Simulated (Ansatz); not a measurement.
Cr, DFT, PBE, PAW with Ansatz's default frozen-core files, scalar-relativistic (Ansatz 0.2.0), run on 1 thread of Arm Neoverse V2 on a shared host.

The cell comes from COD entry 5000220, which wasn't checked; take it as a given geometry. The listed cell was then made from it by scaling, straining or moving an atom.

Command: `ansatz run input.yaml --threads 1 --pin off --max-ram 3072MiB --backend cpu --events-out ev --progress --plain --runs-dir out`

```yaml
crystal:
  lattice:
    - [-1.4852085, 1.4852085, 1.44195]
    - [1.4852085, -1.4852085, 1.44195]
    - [1.4852085, 1.4852085, -1.44195]
  atoms:
    - { symbol: Cr, position: [0.0, 0.0, 0.0], spin: 3.0 }
magnetization:
  spin_polarized: true
kpoints:
  mp_grid: { grid: [18, 18, 18] }
scf:
  occupations: { method: fermi_dirac, width: 0.08 }
hamiltonian:
  xc: pbe
  pseudopotentials: { kind: paw }
output:
  forces: true
  stress: true
  eigenvalues: true
  efg: { contact_densities: true }
```

**Question.** How large is the problem that the program sets up?

**Answer.** 480 irreducible k-points, 241 plane waves at Γ, 13 bands.

**Question.** Estimate the wall time and the peak memory.

**Answer.** 12 s of wall time for 10 SCF iterations, with a peak of 0.45 GiB. Times on shared machines scatter by tens of per cent.

**Question.** And the same cell and mesh by crystal-made all-electron datasets, asked for forces, stress, eigenvalues, efg, on the same hardware?

**Answer.** 38 s, peak memory 0.75 GiB.
